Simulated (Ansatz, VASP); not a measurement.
# One calculation of C, two programs

Contents of INCAR:

```
PREC = Accurate ; ENCUT = 520
EDIFF = 1E-7 ; ISMEAR = 0
SIGMA = 0.05 ; LREAL = F
LASPH = T ; NELM = 80
ALGO = Normal ; ISIF = 2
LWAVE = F ; LCHARG = F
GGA = CA ; NBANDS = 11
```

The input KPOINTS:

```
regular mesh
0
Gamma
  12 12 12
```

The input POSCAR:

```
C
1.0
    0.0000000000      1.7490293683      1.6269471184
    1.7490293683      0.0000000000      1.6269471184
    1.7490293683      1.7490293683      0.0000000000
C
2
Direct
    0.5000000000      0.5000000000      0.5000000000
    0.7500000000      0.7500000000      0.7500000000
```

Input for Ansatz:

```yaml
crystal:
  lattice:
    - [0.0, 1.7490293683, 1.6269471184]
    - [1.7490293683, 0.0, 1.6269471184]
    - [1.7490293683, 1.7490293683, 0.0]
  atoms:
    - { symbol: C, position: [0.5, 0.5, 0.5] }
    - { symbol: C, position: [0.75, 0.75, 0.75] }
basis:
  ecutwfc: 520.0
kpoints:
  mp_grid: { grid: [12, 12, 12] }
hamiltonian:
  xc: lda
  pseudopotentials: { kind: paw, azcp: { folder: soft_1 } }
scf:
  occupations: { method: gaussian, width: 0.05 }
output:
  forces: true
  stress: true
  eigenvalues: true
```

Alike in both runs: task single point; functional LDA; k mesh 12 × 12 × 12; occupations gaussian, width 0.05 eV; no spin polarisation.

|  | VASP | Ansatz |
| --- | --- | --- |
| version | VASP 6.6.1 | Ansatz 0.2.0 |
| potentials or method | VASP PAW LDA potentials, release 64 (C) | scalar-relativistic, plane waves, PAW |
| plane-wave cutoff (eV) | 520 | 520 |
| valence electrons in the cell | 8 | 8 |

|  | VASP | Ansatz | Ansatz less VASP |
| --- | --- | --- | --- |
| gap on the k mesh at the Fermi level (eV) | 2.50 | 2.51 | +0.014 |
| least direct gap on the mesh (eV) | 4.61 | 4.61 | -0.003 |

Ansatz warned: «pseudo_functional_mismatch».
